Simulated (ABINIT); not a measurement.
# Si (Fd-3m) in ABINIT: a series of runs

One crystal, Si, is run at these levels: r2SCAN, PBE, LDA; tasks: equation of state, band structure.

Program: ABINIT 10.8.3 (patched build). These are calculated values, not measurements. Logs are shortened: lines on timing, memory, paths and dates and some standing lists are left out, and cuts for length are marked. The log counts tension as positive stress, the text compression.

## 1. The structure

The structure is cubic, space group Fd-3m (No. 227). Conventional cell: a = 5.444 Å, b = 5.444 Å, c = 5.444 Å, α = 90.00°, β = 90.00°, γ = 90.00°. Si (site symmetry -43m) has 4 Si at 2.36 Å as nearest neighbours.

## 2. Equation of state, r2SCAN

run.abi

```
# Datasets: one volume each
ndtset 7
getwfk -1
scalecart1 3*0.9795861087
scalecart2 3*0.9864848297
scalecart3 3*0.9932883884
scalecart4 3*1.0000000000
scalecart5 3*1.0066227096
scalecart6 3*1.0131594038
scalecart7 3*1.0196128224

# Pseudopotentials
pp_dirpath "./"
pseudos "14_Si_4_1.9_1.9_pbe_n_v1.0.psp8"

# Structure
acell 3.8492788627 3.8492788627 3.8492788627 Angstrom
rprim
     0.0000000000     0.7071067812     0.7071067812
     0.7071067812     0.0000000000     0.7071067812
     0.7071067812     0.7071067812     0.0000000000
ntypat 1
znucl 14
natom 2
typat 1 1
xred
     0.5000000000     0.5000000000     0.5000000000
     0.7500000000     0.7500000000     0.7500000000

# Plane-wave basis
ecut 17.0

# k points
kptopt 1
ngkpt 8 8 8
nshiftk 1
shiftk 0.0 0.0 0.0

# Exchange and correlation
ixc -497498
usekden 1
nc_xccc_gspace 1
boxcutmin 3.0

# Bands and occupations
nband 8
occopt 3
tsmear 0.05 eV

# SCF cycle
nstep 100
tolvrs 1.0e-9

# Output
iomode 3
prtwf 1
prtden 0
prteig 0
prtebands 0
enunit 2
```

Potentials or basis: SPMS NC PBE v1.0.

Run with:

```
> abinit run.abi > log 2>&1
```

run.abo:

```text
.Version 10.8.3 of ABINIT
 DATASET    1 : space group Fd -3 m (#227); Bravais cF (face-center cubic)
================================================================================
 Values of the parameters that define the memory need for DATASET  1.
     intxc =       0    ionmov =       0      iscf =       7    lmnmax =       6
     lnmax =       6     mgfft =      40  mpssoang =       3    mqgrid =    3001
     natom =       2  nloc_mem =       1    nspden =       1   nspinor =       1
    nsppol =       1      nsym =      48    n1xccc =    2501    ntypat =       1
    occopt =       3   xclevel =       2
       mpw =         877          nfft =       64000          nkpt =          29
================================================================================
================================================================================
[... 61 lines left out ...]
 DATASET    7 : space group Fd -3 m (#227); Bravais cF (face-center cubic)
================================================================================
 Values of the parameters that define the memory need for DATASET  7.
     intxc =       0    ionmov =       0      iscf =       7    lmnmax =       6
     lnmax =       6     mgfft =      45  mpssoang =       3    mqgrid =    3001
     natom =       2  nloc_mem =       1    nspden =       1   nspinor =       1
    nsppol =       1      nsym =      48    n1xccc =    2501    ntypat =       1
    occopt =       3   xclevel =       2
       mpw =         982          nfft =       91125          nkpt =          29
================================================================================
================================================================================

--------------------------------------------------------------------------------
------------- Echo of variables that govern the present computation ------------
--------------------------------------------------------------------------------
 -outvars: echo values of preprocessed input variables --------
            acell      7.2740828327E+00  7.2740828327E+00  7.2740828327E+00 Bohr
              amu      2.80855000E+01
        boxcutmin      3.00000000E+00
             ecut      1.70000000E+01 Hartree
           enunit           2
           getwfk          -1
              ixc     -497498
           jdtset        1    2    3    4    5    6    7
         kptrlatt        8    0    0      0    8    0      0    0    8
          kptrlen1     5.70047240E+01
          kptrlen2     5.74061789E+01
          kptrlen3     5.78020961E+01
          kptrlen4     5.81926627E+01
          kptrlen5     5.85780558E+01
          kptrlen6     5.89584434E+01
          kptrlen7     5.93339850E+01
            natom           2
            nband           8
   nc_xccc_gspace           1
           ndtset           7
            ngfft1         40      40      40
            ngfft2         40      40      40
            ngfft3         45      45      45
            ngfft4         45      45      45
            ngfft5         45      45      45
            ngfft6         45      45      45
            ngfft7         45      45      45
             nkpt          29
            nstep         100
             nsym          48
           ntypat           1
           occopt           3
           prtden           0
        prtebands           0
           prteig           0
          prtkden           1
            rprim1     0.0000000000E+00  6.9267198023E-01  6.9267198023E-01
                       6.9267198023E-01  0.0000000000E+00  6.9267198023E-01
                       6.9267198023E-01  6.9267198023E-01  0.0000000000E+00
            rprim2     0.0000000000E+00  6.9755011263E-01  6.9755011263E-01
                       6.9755011263E-01  0.0000000000E+00  6.9755011263E-01
                       6.9755011263E-01  6.9755011263E-01  0.0000000000E+00
            rprim3     0.0000000000E+00  7.0236095512E-01  7.0236095512E-01
                       7.0236095512E-01  0.0000000000E+00  7.0236095512E-01
                       7.0236095512E-01  7.0236095512E-01  0.0000000000E+00
            rprim4     0.0000000000E+00  7.0710678120E-01  7.0710678120E-01
                       7.0710678120E-01  0.0000000000E+00  7.0710678120E-01
                       7.0710678120E-01  7.0710678120E-01  0.0000000000E+00
            rprim5     0.0000000000E+00  7.1178974407E-01  7.1178974407E-01
                       7.1178974407E-01  0.0000000000E+00  7.1178974407E-01
                       7.1178974407E-01  7.1178974407E-01  0.0000000000E+00
            rprim6     0.0000000000E+00  7.1641188486E-01  7.1641188486E-01
                       7.1641188486E-01  0.0000000000E+00  7.1641188486E-01
                       7.1641188486E-01  7.1641188486E-01  0.0000000000E+00
            rprim7     0.0000000000E+00  7.2097514092E-01  7.2097514092E-01
                       7.2097514092E-01  0.0000000000E+00  7.2097514092E-01
                       7.2097514092E-01  7.2097514092E-01  0.0000000000E+00
          spgroup         227
           tolvrs      1.00000000E-09
           tsmear      1.83746611E-03 Hartree
            typat      1  1
          usekden           1
           xangst1     2.6662876123E+00  2.6662876123E+00  2.6662876123E+00
                       3.9994314184E+00  3.9994314184E+00  3.9994314184E+00
           xangst2     2.6850649042E+00  2.6850649042E+00  2.6850649042E+00
                       4.0275973563E+00  4.0275973563E+00  4.0275973563E+00
           xangst3     2.7035831785E+00  2.7035831785E+00  2.7035831785E+00
                       4.0553747678E+00  4.0553747678E+00  4.0553747678E+00
           xangst4     2.7218511865E+00  2.7218511865E+00  2.7218511865E+00
                       4.0827767798E+00  4.0827767798E+00  4.0827767798E+00
           xangst5     2.7398772165E+00  2.7398772165E+00  2.7398772165E+00
                       4.1098158248E+00  4.1098158248E+00  4.1098158248E+00
           xangst6     2.7576691254E+00  2.7576691254E+00  2.7576691254E+00
                       4.1365036881E+00  4.1365036881E+00  4.1365036881E+00
           xangst7     2.7752343705E+00  2.7752343705E+00  2.7752343705E+00
                       4.1628515557E+00  4.1628515557E+00  4.1628515557E+00
            xcart1     5.0385533601E+00  5.0385533601E+00  5.0385533601E+00
                       7.5578300402E+00  7.5578300402E+00  7.5578300402E+00
            xcart2     5.0740372993E+00  5.0740372993E+00  5.0740372993E+00
                       7.6110559489E+00  7.6110559489E+00  7.6110559489E+00
            xcart3     5.1090317661E+00  5.1090317661E+00  5.1090317661E+00
                       7.6635476491E+00  7.6635476491E+00  7.6635476491E+00
            xcart4     5.1435532980E+00  5.1435532980E+00  5.1435532980E+00
                       7.7153299471E+00  7.7153299471E+00  7.7153299471E+00
            xcart5     5.1776175579E+00  5.1776175579E+00  5.1776175579E+00
                       7.7664263368E+00  7.7664263368E+00  7.7664263368E+00
            xcart6     5.2112393929E+00  5.2112393929E+00  5.2112393929E+00
                       7.8168590893E+00  7.8168590893E+00  7.8168590893E+00
            xcart7     5.2444328954E+00  5.2444328954E+00  5.2444328954E+00
                       7.8666493431E+00  7.8666493431E+00  7.8666493431E+00
             xred      5.0000000000E-01  5.0000000000E-01  5.0000000000E-01
                       7.5000000000E-01  7.5000000000E-01  7.5000000000E-01
            znucl       14.00000

================================================================================

 chkinp: Checking input parameters for consistency, jdtset=   1.

 chkinp: Checking input parameters for consistency, jdtset=   2.
[... 32 lines left out ...]
 getcut : COMMENT -
  Note that boxcut > 2.2 ; recall that boxcut=Gcut(box)/Gcut(sphere) = 2
  is sufficient for exact treatment of convolution.
  Such a large boxcut is a waste : you could raise ecut
  e.g. ecut=   38.876577 Hartrees makes boxcut=2

--- Pseudopotential description ------------------------------------------------
- pspini: atom type   1  psp file is ./14_Si_4_1.9_1.9_pbe_n_v1.0.psp8
    8   11    2    4       600   0.00000      pspcod,pspxc,lmax,lloc,mmax,r2well
    5.99000000000000    4.00000000000000    0.00000000000000   rchrg,fchrg,qchrg
     nproj     2     2     2
     extension_switch     1

   1.47359636E+02                                ecore*ucvol(ha*bohr**3)
--------------------------------------------------------------------------------

================================================================================

--- !BeginCycle
iteration_state: {dtset: 1, }
solver: {iscf: 7, nstep: 100, nline: 4, wfoptalg: 0, }
tolerances: {tolvrs: 1.00E-09, }
...
[... 1125 lines left out ...]
-Cartesian components of stress tensor (GPa)         [Pressure= -4.0711E+00 GPa]
- sigma(1 1)=  4.07107454E+00  sigma(3 2)=  0.00000000E+00
- sigma(2 2)=  4.07107454E+00  sigma(3 1)=  0.00000000E+00
- sigma(3 3)=  4.07107454E+00  sigma(2 1)=  0.00000000E+00

== END DATASET(S) ==============================================================
================================================================================

 -outvars: echo values of variables after computation  --------
            acell      7.2740828327E+00  7.2740828327E+00  7.2740828327E+00 Bohr
           etotal1    -8.5009930360E+00
           etotal2    -8.5021769297E+00
           etotal3    -8.5029227291E+00
           etotal4    -8.5032753555E+00
           etotal5    -8.5032724383E+00
           etotal6    -8.5029490505E+00
           etotal7    -8.5023364209E+00
            fcart1     2.3013785182E-28 -5.7759015434E-29 -9.2641199254E-29
                      -2.3013785182E-28  5.7759015434E-29  9.2641199254E-29
            fcart2    -1.1891435570E-29  3.4312729037E-30  5.6912570156E-30
                       1.1891435570E-29 -3.4312729037E-30 -5.6912570156E-30
            fcart3    -0.0000000000E+00 -0.0000000000E+00 -0.0000000000E+00
                      -0.0000000000E+00 -0.0000000000E+00 -0.0000000000E+00
            fcart4    -5.5417481081E-30 -2.0438197875E-30 -4.1246837462E-30
                       5.5417481081E-30  2.0438197875E-30  4.1246837462E-30
            fcart5    -2.7793764958E-31 -5.3161279056E-30  9.5542306950E-31
                       2.7793764958E-31  5.3161279056E-30 -9.5542306950E-31
[... 38 lines left out ...]
                       0.0000000000E+00  0.0000000000E+00  0.0000000000E+00
           xangst1     2.6662876123E+00  2.6662876123E+00  2.6662876123E+00
                       3.9994314184E+00  3.9994314184E+00  3.9994314184E+00
           xangst2     2.6850649042E+00  2.6850649042E+00  2.6850649042E+00
                       4.0275973563E+00  4.0275973563E+00  4.0275973563E+00
           xangst3     2.7035831785E+00  2.7035831785E+00  2.7035831785E+00
                       4.0553747678E+00  4.0553747678E+00  4.0553747678E+00
           xangst4     2.7218511865E+00  2.7218511865E+00  2.7218511865E+00
                       4.0827767798E+00  4.0827767798E+00  4.0827767798E+00
           xangst5     2.7398772165E+00  2.7398772165E+00  2.7398772165E+00
                       4.1098158248E+00  4.1098158248E+00  4.1098158248E+00
           xangst6     2.7576691254E+00  2.7576691254E+00  2.7576691254E+00
                       4.1365036881E+00  4.1365036881E+00  4.1365036881E+00
           xangst7     2.7752343705E+00  2.7752343705E+00  2.7752343705E+00
                       4.1628515557E+00  4.1628515557E+00  4.1628515557E+00
             xred      5.0000000000E-01  5.0000000000E-01  5.0000000000E-01
                       7.5000000000E-01  7.5000000000E-01  7.5000000000E-01
 Calculation completed.
```

It took 5.8 min on 1 thread of Arm Neoverse V1, shared host; peak memory 0.13 GiB.

What came out:

```
Equilibrium volume : 20.36 Å³/atom (rough: see the caveat)
Bulk modulus       : 92 GPa (rough)
```

Energy against volume, from the lowest point:
```tsv
volume (Å³/atom)	energy (meV/atom)
18.955	31.05
19.358	14.94
19.761	4.80
20.165	0.00
20.568	0.04
20.971	4.44
21.375	12.77
```

Caveat: a meta-GGA on potentials with a model core is unreliable; a meta-GGA on norm-conserving files made for a GGA shifts volumes by about 1 %; pressures at fixed basis lie under the slope of the energies; the potentials were made for another functional, which shifts forces and pressure; the fit is rough or its minimum lies at the end of the range.

## 3. Equation of state, PBE

run.abi, as its differences from that of step 2:

```diff
@@ -13,3 +13,3 @@
 pp_dirpath "./"
-pseudos "14_Si_4_1.9_1.9_pbe_n_v1.0.psp8"
+pseudos "Si.upf"
 
@@ -30,3 +30,3 @@
 # Plane-wave basis
-ecut 17.0
+ecut 18.0
 
@@ -39,6 +39,3 @@
 # Exchange and correlation
-ixc -497498
-usekden 1
-nc_xccc_gspace 1
-boxcutmin 3.0
+ixc 11
 
@@ -51,3 +48,3 @@
 nstep 100
-tolvrs 1.0e-9
+tolvrs 1.0e-10
```

Potentials or basis: PseudoDojo NC SR PBE v0.5 stringent.

Run with:

```
> abinit run.abi > log 2>&1
```

It took 35 s on 1 thread of Arm Neoverse V1, shared host; peak memory 0.09 GiB.

It converged, with:

```yaml
Equilibrium_volume: 20.45 Å³/atom
Bulk_modulus: 88 GPa
Pressure_derivative_of_the_bulk_modulus: 4.2
```

Energy against volume, from the lowest point:
```
volume (Å³/atom)  energy (meV/atom)
          18.955              34.16
          19.358              17.46
          19.761               6.57
          20.165               0.91
          20.568               0.00
          20.971               3.34
          21.375              10.51
```

Caveat: pressures at fixed basis lie under the slope of the energies.

## 4. Band structure, LDA

run.abi

```
# Datasets: ground state, then fixed potential
ndtset 2

# Pseudopotentials
pp_dirpath "./"
pseudos "Si.LDA_PW-JTH.xml"

# Structure
acell 7.2740828278 7.2740828278 7.2740828278
rprim
     0.0000000000     0.7071067812     0.7071067812
     0.7071067812     0.0000000000     0.7071067812
     0.7071067812     0.7071067812     0.0000000000
ntypat 1
znucl 14
natom 2
typat 1 1
xred
     0.5000000000     0.5000000000     0.5000000000
     0.7500000000     0.7500000000     0.7500000000

# Plane-wave basis
ecut 15.0
pawecutdg 30.0

# Exchange and correlation
ixc 7

# Bands and occupations
occopt 3
tsmear 0.00183747

# SCF cycle
nstep 100

# Output
iomode 3
prtwf 0
prteig 0
prtebands 0
prtden1 1

# Dataset 1
kptopt1 1
ngkpt1 8 8 8
nshiftk1 1
shiftk1 0.0 0.0 0.0
nband1 8
tolvrs1 1.0e-9

# Dataset 2: bands along G-X-W-K-G-L-U-W-L-K
iscf2 -2
getden2 1
nband2 12
nbdbuf2 2
tolwfr2 1.0e-12
kptopt2 -9
ndivsm2 6
prteig2 1
kptbounds2
     0.0000000000     0.0000000000     0.0000000000
     0.5000000000     0.0000000000     0.5000000000
     0.5000000000     0.2500000000     0.7500000000
     0.3750000000     0.3750000000     0.7500000000
     0.0000000000     0.0000000000     0.0000000000
     0.5000000000     0.5000000000     0.5000000000
     0.6250000000     0.2500000000     0.6250000000
     0.5000000000     0.2500000000     0.7500000000
     0.5000000000     0.5000000000     0.5000000000
     0.3750000000     0.3750000000     0.7500000000
```

Potentials or basis: JTH PAW LDA v2.0.

Run with:

```
> abinit run.abi > log 2>&1
```

run.abo:

```text
.Version 10.8.3 of ABINIT
 DATASET    1 : space group Fd -3 m (#227); Bravais cF (face-center cubic)
================================================================================
 Values of the parameters that define the memory need for DATASET  1.
     intxc =       0    ionmov =       0      iscf =      17    lmnmax =       8
     lnmax =       4     mgfft =      27  mpssoang =       2    mqgrid =    3001
     natom =       2  nloc_mem =       2    nspden =       1   nspinor =       1
    nsppol =       1      nsym =      48    n1xccc =       1    ntypat =       1
    occopt =       3   xclevel =       1
       mpw =         775          nfft =       19683          nkpt =          29
 PAW method is used; the additional fine FFT grid is defined by:
   mgfftf=        36    nfftf =     46656
================================================================================
================================================================================

 DATASET    2 : space group Fd -3 m (#227); Bravais cF (face-center cubic)
================================================================================
 Values of the parameters that define the memory need for DATASET  2.
     intxc =       0    ionmov =       0      iscf =      -2    lmnmax =       8
     lnmax =       4     mgfft =      27  mpssoang =       2    mqgrid =    3001
     natom =       2  nloc_mem =       2    nspden =       1   nspinor =       1
[... 874 lines left out ...]
  -0.23771    0.14605    0.16473    0.16473    0.26567    0.32277    0.32277    0.34323
   0.43413    0.49079    0.50837    0.61629
 kpt#   6, nband= 12, wtk=  1.00000, kpt=  0.1471  0.0000  0.1471 (reduced coord)
  -0.23276    0.12806    0.15467    0.15467    0.25758    0.33882    0.33882    0.34777
[... 278 lines left out ...]
  -0.14022   -0.05777    0.05735    0.12137    0.25628    0.37441    0.38391    0.42800
   0.51181    0.52151    0.63016    0.69542
 kpt# 100, nband= 12, wtk=  1.00000, kpt=  0.4125  0.4125  0.6750 (reduced coord)
  -0.13291   -0.05861    0.04433    0.11575    0.24914    0.39410    0.40466    0.41163
   0.50664    0.51335    0.65820    0.71164
 kpt# 101, nband= 12, wtk=  1.00000, kpt=  0.4000  0.4000  0.7000 (reduced coord)
  -0.12487   -0.06196    0.03575    0.11071    0.24272    0.38034    0.42643    0.43058
   0.50011    0.50694    0.69012    0.72635
 kpt# 102, nband= 12, wtk=  1.00000, kpt=  0.3875  0.3875  0.7250 (reduced coord)
  -0.11670   -0.06779    0.03228    0.10639    0.23735    0.36037    0.44767    0.45751
   0.49309    0.50361    0.71863    0.73841
 kpt# 103, nband= 12, wtk=  1.00000, kpt=  0.3750  0.3750  0.7500 (reduced coord)
  -0.11033   -0.07375    0.03351    0.10291    0.23318    0.34120    0.46387    0.48382
   0.48754    0.50762    0.72136    0.74696

== END DATASET(S) ==============================================================
================================================================================

 -outvars: echo values of variables after computation  --------
            acell      7.2740828278E+00  7.2740828278E+00  7.2740828278E+00 Bohr
           etotal1    -8.0394883552E+00
            fcart1    -0.0000000000E+00 -0.0000000000E+00 -0.0000000000E+00
                      -0.0000000000E+00 -0.0000000000E+00 -0.0000000000E+00
            rprim      0.0000000000E+00  7.0710678120E-01  7.0710678120E-01
                       7.0710678120E-01  0.0000000000E+00  7.0710678120E-01
                       7.0710678120E-01  7.0710678120E-01  0.0000000000E+00
           strten1     7.3113139507E-05  7.3113139507E-05  7.3113139507E-05
                       0.0000000000E+00  0.0000000000E+00  0.0000000000E+00
           xangst      2.7218511847E+00  2.7218511847E+00  2.7218511847E+00
                       4.0827767770E+00  4.0827767770E+00  4.0827767770E+00
             xred      5.0000000000E-01  5.0000000000E-01  5.0000000000E-01
                       7.5000000000E-01  7.5000000000E-01  7.5000000000E-01
 Calculation completed.
```

Run time: 27 s. Hardware: 1 thread of Arm Neoverse V1, shared host; peak memory 0.1 GiB.

Results:

| Item | Value |
| --- | --- |
| Free energy | -218.7656 eV |
| Pressure | -2.2 GPa |
| Band gap on the k mesh | 0.53 eV, indirect (least direct gap 2.53 eV) |
| Band gap along the path | 0.49 eV, indirect (least direct gap 2.53 eV) |
| Valence electrons inside the program's atomic spheres | Si 1.56 (radii [1.0104] Å) |

Levels at the corners of the path, in eV from the valence-band top:
```tsv
point	band 1	band 2	band 3	band 4	band 5	band 6	band 7	band 8	band 9
Γ	-11.93	0.00	0.00	0.00	2.53	2.53	2.53	3.08	7.62
X	-7.81	-7.81	-2.85	-2.85	0.63	0.63	9.93	9.93	11.11
W	-7.65	-7.65	-3.86	-3.86	4.22	4.22	4.91	4.91	10.54
K	-8.22	-7.23	-4.31	-2.42	1.12	4.06	7.40	7.94	8.04
Γ	-11.93	0.00	0.00	0.00	2.53	2.53	2.53	3.08	7.62
L	-9.61	-6.98	-1.20	-1.20	1.39	3.32	3.32	7.50	10.70
U	-8.22	-7.23	-4.31	-2.42	1.12	4.06	7.40	7.94	8.04
W	-7.65	-7.65	-3.86	-3.86	4.22	4.22	4.91	4.91	10.54
L	-9.61	-6.98	-1.20	-1.20	1.39	3.32	3.32	7.50	10.70
K	-8.22	-7.23	-4.31	-2.42	1.12	4.06	7.40	7.94	8.04
```
